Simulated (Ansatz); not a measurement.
# ZnS with a Zn vacancy, one structure, two calculations

Cell: a supercell of ZnS (space group P6_3mc) built from an entry of the Crystallography Open Database (COD), with the ions relaxed around the defect (PBE).

```cif
data_structure
_symmetry_space_group_name_H-M 'P 1'
_symmetry_Int_Tables_number 1
_cell_length_a 6.6026
_cell_length_b 6.6026
_cell_length_c 18.6900
_cell_angle_alpha 90.000
_cell_angle_beta 90.000
_cell_angle_gamma 120.000
_cell_volume 705.61
loop_
_atom_site_label
_atom_site_type_symbol
_atom_site_fract_x
_atom_site_fract_y
_atom_site_fract_z
_atom_site_occupancy
Zn1 Zn 0.33361 0.66668 0.99754 1
Zn2 Zn 0.66697 0.33350 0.99754 1
Zn3 Zn 0.00078 0.00022 0.50003 1
Zn4 Zn 0.33417 0.66687 0.50009 1
Zn5 Zn 0.66753 0.33362 0.50009 1
Zn6 Zn 0.32650 0.32630 0.16296 1
Zn7 Zn 0.67374 0.00006 0.16302 1
Zn8 Zn 0.00027 0.67373 0.16297 1
Zn9 Zn 0.33423 0.00019 0.66866 1
Zn10 Zn 0.66721 0.66670 0.66866 1
Zn11 Zn 0.00071 0.33369 0.66866 1
Zn12 Zn 0.33413 0.00026 0.33161 1
Zn13 Zn 0.66766 0.66701 0.33153 1
Zn14 Zn 0.00091 0.33351 0.33156 1
Zn15 Zn 0.33285 0.33248 0.83810 1
Zn16 Zn 0.66817 0.00011 0.83808 1
Zn17 Zn 0.00048 0.66775 0.83810 1
S18 S 0.00010 0.99999 0.11993 1
S19 S 0.33361 0.66670 0.12448 1
S20 S 0.66691 0.33341 0.12448 1
S21 S 0.00073 0.00019 0.62561 1
S22 S 0.33405 0.66686 0.62553 1
S23 S 0.66739 0.33354 0.62552 1
S24 S 0.33375 0.33312 0.28992 1
S25 S 0.66798 0.00026 0.28995 1
S26 S 0.00089 0.66740 0.28993 1
S27 S 0.33414 0.00012 0.79333 1
S28 S 0.66691 0.66651 0.79332 1
S29 S 0.00052 0.33373 0.79332 1
S30 S 0.33432 0.00024 0.45741 1
S31 S 0.66736 0.66677 0.45736 1
S32 S 0.00083 0.33371 0.45737 1
S33 S 0.32555 0.32531 0.96112 1
S34 S 0.67497 0.00010 0.96111 1
S35 S 0.00034 0.67483 0.96112 1
```

Atoms are numbered from 1 in the order listed; like atoms form one site, named after its first atom.

First run. All values are calculated (Ansatz; DFT, PBE, plane waves and PAW, scalar-relativistic, collinear spin, 420 eV cutoff, Γ-centred 3×3×1 k-points, Fermi–Dirac smearing 0.01 eV), not measured. Start moments as typed (μB): 0 0 0 0 0 0 0 0 0 0 0 0 0 0 0 0 0 0.5 0 0 0 0 0 0 0 0 0 0 0 0 0 0 0.5 0.5 0.5 by atom.

```json
{"site": "Zn7", "atom": "7", "V_zz (10²¹ V/m²)": "1.92", "η": "0.84", "m (μB)": "0.01"}
{"site": "Zn8", "atom": "8", "V_zz (10²¹ V/m²)": "1.94", "η": "0.86", "m (μB)": "0.01"}
{"site": "S18", "atom": "18", "V_zz (10²¹ V/m²)": "-0.096", "η": "0.02", "m (μB)": "0.14"}
{"site": "S21", "atom": "21", "V_zz (10²¹ V/m²)": "1.23", "η": "0.00", "m (μB)": "0.01"}
{"site": "S22", "atom": "22", "V_zz (10²¹ V/m²)": "1.26", "η": "0.00", "m (μB)": "0.00"}
{"site": "S24", "atom": "24", "V_zz (10²¹ V/m²)": "0.82", "η": "0.23", "m (μB)": "0.02"}
{"site": "S25", "atom": "25", "V_zz (10²¹ V/m²)": "0.82", "η": "0.21", "m (μB)": "0.02"}
{"site": "S26", "atom": "26", "V_zz (10²¹ V/m²)": "0.82", "η": "0.23", "m (μB)": "0.02"}
{"site": "S27", "atom": "27", "V_zz (10²¹ V/m²)": "1.14", "η": "0.35", "m (μB)": "0.02"}
{"site": "S29", "atom": "29", "V_zz (10²¹ V/m²)": "1.14", "η": "0.34", "m (μB)": "0.02"}
{"site": "S28", "atom": "28", "V_zz (10²¹ V/m²)": "1.14", "η": "0.34", "m (μB)": "0.02"}
{"site": "S33", "atom": "33", "V_zz (10²¹ V/m²)": "2.19", "η": "0.37", "m (μB)": "0.15"}
{"site": "S34", "atom": "34", "V_zz (10²¹ V/m²)": "2.18", "η": "0.36", "m (μB)": "0.15"}
{"site": "S35", "atom": "35", "V_zz (10²¹ V/m²)": "2.19", "η": "0.37", "m (μB)": "0.15"}
```

Second run. The same atoms and settings, except that the functional is r2SCAN and the cutoff is 500 eV.

(1) Given the first result, estimate the second.

Answers

(1) 

```tsv
site	atom	V_zz	η	change of V_zz	m (μB)
Zn7	7	1.92	0.76	0.00	0.01
Zn8	8	1.95	0.78	+0.01	0.01
S18	18	1.34	0.00	+1.43	0.16
S21	21	1.14	0.00	-0.09	0.01
S22	22	1.16	0.00	-0.10	0.00
S24	24	0.90	0.21	+0.08	0.02
S25	25	0.90	0.20	+0.08	0.02
S26	26	0.90	0.21	+0.08	0.02
S27	27	1.03	0.38	-0.11	0.02
S29	29	1.03	0.38	-0.11	0.02
S28	28	1.03	0.37	-0.11	0.02
S33	33	1.90	0.57	-0.29	0.17
S34	34	1.87	0.61	-0.31	0.17
S35	35	1.89	0.58	-0.30	0.17
```

The largest change of V_zz is on S18, from -0.096 to 1.34. In per cent, |V_zz| changes by -14 to -13 on S (all sites that start above 2). Where |V_zz| stays above 0.1, η moves most on S34, from 0.36 to 0.61. V_zz changes sign on S18 (same axis). The table leaves out 14 of the 28 sites, with |V_zz| up to 1.96; their tensors move by 0.08 at most along any direction. The statements above cover all sites.

The defect repeats with the cell of 35 atoms, so it feels its images: sites between two images don't show the values beside a lone defect, and zeros or small values of η there can come from the images' arrangement. S and Zn carry a gradient in the pure host already, so the values there aren't the defect's effect alone. The defect cell has no gap above 0.1 eV on its mesh, so the values can hang on the smearing and the k-mesh.
For the first run: The centre was started off its lattice site, so that it could distort.
For the second run: The program didn't check the stability of this electronic state in full, so a lower one may lie near. With these PAW files V_zz is typically within 2 to 3 % of all-electron values, but misses above 10 % occur on Zn.
